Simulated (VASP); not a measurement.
C:

```xyz
4
Lattice="2.4673 0.0000 0.0000 -1.2336 2.1367 0.0000 0.0000 0.0000 7.8031" Properties=species:S:1:pos:R:3 pbc="T T T"
C     0.0000    0.0000    1.9508
C     0.0000    0.0000    5.8523
C     0.0000    1.4245    1.9508
C     1.2336    0.7122    5.8523
```

```yaml
Program: VASP 6.6.1
Task: relaxation of cell and atoms
Functional: LDA
Potentials_or_basis: VASP PAW LDA potentials, release 64 (C)
Cutoff: 600 eV
k_mesh: 15 × 15 × 4
Occupations: gaussian, width 0.03 eV
Spin: no spin polarisation
```

At the start: pressure -6.6 GPa; volume 10.28 Å³/atom.

How do energy, volume and symmetry change on relaxing?

Over 15 steps the energy falls by 19.2 meV/atom and the volume is 8.56 Å³/atom (-16.8 %); space group P6_3/mmc (No. 194, to 0.05 Å).

Step by step:
| step | energy change (eV) | largest force (eV/Å) | pressure (GPa) | volume (Å³) |
| --- | --- | --- | --- | --- |
| 1 | 0.0000 | 0.0000 | -6.59 | 41.14 |
| 2 | 0.0925 | 0.0000 | 15.49 | 38.66 |
| 3 | -0.0205 | 0.0000 | -0.60 | 40.39 |
| 4 | -0.0205 | 0.0000 | -0.48 | 40.37 |
| 5 | -0.0225 | 0.0000 | -0.49 | 40.19 |
| 6 | -0.0285 | 0.0000 | -0.51 | 39.64 |
| 7 | -0.0409 | 0.0000 | -0.57 | 38.56 |
| 8 | -0.0643 | 0.0000 | -0.52 | 36.38 |
| 9 | -0.0578 | 0.0000 | 0.73 | 32.02 |
| 10 | -0.0748 | 0.0000 | -0.37 | 34.93 |
| 11 | -0.0764 | 0.0000 | -0.08 | 33.79 |
| 12 | -0.0768 | 0.0000 | -0.16 | 34.14 |
| 13 | -0.0767 | 0.0000 | -0.21 | 34.26 |
| 14 | -0.0725 | 0.0000 | 3.40 | 33.93 |
| 15 | -0.0767 | 0.0000 | -0.03 | 34.25 |

Final structure:
```cif
data_structure
_symmetry_space_group_name_H-M 'P 1'
_symmetry_Int_Tables_number 1
_cell_length_a 2.4458
_cell_length_b 2.4458
_cell_length_c 6.6105
_cell_angle_alpha 90.000
_cell_angle_beta 90.000
_cell_angle_gamma 120.000
_cell_volume 34.25
loop_
_atom_site_label
_atom_site_type_symbol
_atom_site_fract_x
_atom_site_fract_y
_atom_site_fract_z
_atom_site_occupancy
C1 C 0.00000 0.00000 0.25000 1
C2 C 0.00000 0.00000 0.75000 1
C3 C 0.33333 0.66667 0.25000 1
C4 C 0.66667 0.33333 0.75000 1
```

Caveat: the volume moved by over 15 % at a fixed basis, so the end points are rough.
